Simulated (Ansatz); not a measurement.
# Two Ansatz runs on Cs

The cell is the one relaxed in the Materials Project (mp-1055940), not relaxed further here; entries there can be hypothetical. The listed cell was then made from it by scaling, straining or moving an atom.

First run: DFT, LDA, all-electron PAW with datasets made for the crystal, scalar-relativistic (Ansatz 0.2.0).

Command: `ansatz run input.yaml --threads 1 --pin off --max-ram 2048MiB --backend cpu --events-out ev --progress --plain --runs-dir out` The run took about 4.5 s on 1 thread of a shared machine.

```yaml
crystal:
  lattice:
    - [0.1579334296, 4.0273024548, 4.0273024548]
    - [4.0273024548, 0.1579334296, 4.0273024548]
    - [4.0273024548, 4.0273024548, 0.1579334296]
  atoms:
    - { symbol: Cs, position: [0.0, 0.0, 0.0] }
kpoints:
  mp_grid: { grid: [8, 8, 8] }
scf:
  occupations: { method: fermi_dirac, width: 0.08 }
hamiltonian:
  xc: lda
  pseudopotentials: { kind: all_electron, datasets: crystal }
output:
  forces: true
  stress: true
  eigenvalues: true
  efg: { contact_densities: true }
```

Result: converged; pressure -0.39 GPa; 9 SCF iterations.

No spin–orbit coupling, which matters for the heavy atoms here.

The input is then changed:

```diff
@@ -10,6 +10,7 @@
 scf:
   occupations: { method: fermi_dirac, width: 0.08 }
+  lower_state_search: "off"
 hamiltonian:
-  xc: lda
+  xc: pbe
   pseudopotentials: { kind: all_electron, datasets: crystal }
 output:
```

**Question.** Predict the outcome of the changed run.

**Answer.** It converged; pressure -0.07 GPa; 9 SCF iterations.
